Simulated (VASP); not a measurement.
CsPbBr3, 5 atoms in the cell. The structure is cubic, space group Pm-3m (No. 221). Conventional cell: a = 5.870 Å, b = 5.870 Å, c = 5.870 Å, α = 90.00°, β = 90.00°, γ = 90.00°. Pb (site symmetry m-3m) has 6 Br at 2.94 Å as nearest neighbours. Cs (site symmetry m-3m) is surrounded by 12 Br at 4.15 Å. Br (site symmetry 4/mmm) is surrounded by 2 Pb at 2.94 Å. Measurements of this composition are mostly on another form, of space group No. 62.

| Property | Result |
| --- | --- |
| Program | VASP 6.6.1 |
| Task | band structure |
| Functional | PBE |
| Potentials or basis | VASP PAW PBE potentials, release 64 (Pb_d, Cs_sv, Br) |
| Cutoff | 520 eV |
| k mesh | 4 × 4 × 4 |
| Occupations | gaussian, width 0.02 eV |
| Spin | spin-orbit coupling, no magnetisation |
| Ladder | gaps |
| Further INCAR settings | ALGO = Normal; EDIFF = 1e-06; NBANDS = 59 |

Potentials or basis: VASP PAW PBE potentials, release 64 (Pb_d, Cs_sv, Br).

Run with:

```sh
$ cat potpaw_PBE.64/Pb_d/POTCAR potpaw_PBE.64/Cs_sv/POTCAR potpaw_PBE.64/Br/POTCAR > POTCAR
$ cp INCAR.step1 INCAR
$ cp KPOINTS.step1 KPOINTS
$ mpirun -np 4 vasp_ncl > vasp.out
$ cp INCAR.step2 INCAR
$ cp KPOINTS.step2 KPOINTS
$ mpirun -np 4 vasp_ncl > vasp.out
```

Hardware: 4 MPI ranks on Intel(R) Xeon(R) 6975P-C (Granite Rapids), with other jobs on the host.

Q: Estimate the wall time of this run.

A: Run time: 6.3 min on 4 MPI ranks on Intel(R) Xeon(R) 6975P-C (Granite Rapids), with other jobs on the host, peak memory 1.7 GiB a rank. Counts: scf iterations 9, k points 90.
